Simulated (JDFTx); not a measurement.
ZrB2 in JDFTx: the effect of Hubbard term

ZrB2:

```
Zr B
1.0
     3.17000    0.00000    0.00000
    -1.58500    2.74530    0.00000
     0.00000    0.00000    3.53300
Zr B
1 2
Direct
  0.00000 0.00000 0.00000
  0.66667 0.33333 0.50000
  0.33333 0.66667 0.50000
```

Alike in all runs:

| Quantity | Value |
| --- | --- |
| Program | JDFTx 1.7.0 (patched build) |
| Task | density of states |
| Functional | PBE |
| Potentials or basis | PseudoDojo-SR-PBE-0.5-standard with smoothed tails |
| Cutoff | 1034 eV |
| Density cutoff | 8272 eV |
| k mesh | 10 × 10 × 8 |
| Occupations | fermi-dirac, width 0.05 eV |
| Spin | no spin polarisation |
| Local potential set to -Z/r beyond | 6 bohr |
| Bands | 15 |
| Density cutoff over wavefunction cutoff | 8 |
| Max SCF steps | 100 |
| SCF threshold on the energy | 1e-08 Ha |
| Solver of the electrons | scf |
| Further solve for the empty bands | yes |

```csv
Hubbard term,pressure (GPa)
none,0.8
Zr d U = 1 eV,0.0
Zr d U = 2 eV,-0.8
Zr d U = 3 eV,-1.7
Zr d U = 4 eV,-2.5
Zr d U = 6 eV,-4.3
Zr d U = 8 eV,?
```

Task: What does the run with Hubbard term Zr d U = 8 eV give?

Result: Pressure -6.0 GPa.

Worked out: A straight line through the other rows of the pressure, of slope -0.85 GPa per eV, extrapolates to -5.9 GPa, against the run's -6.0.

Caveats: the empty levels aren't tightly converged; U without spin polarisation on a metal has little footing (some runs); the U is typed as a test and isn't derived for this compound (some runs).
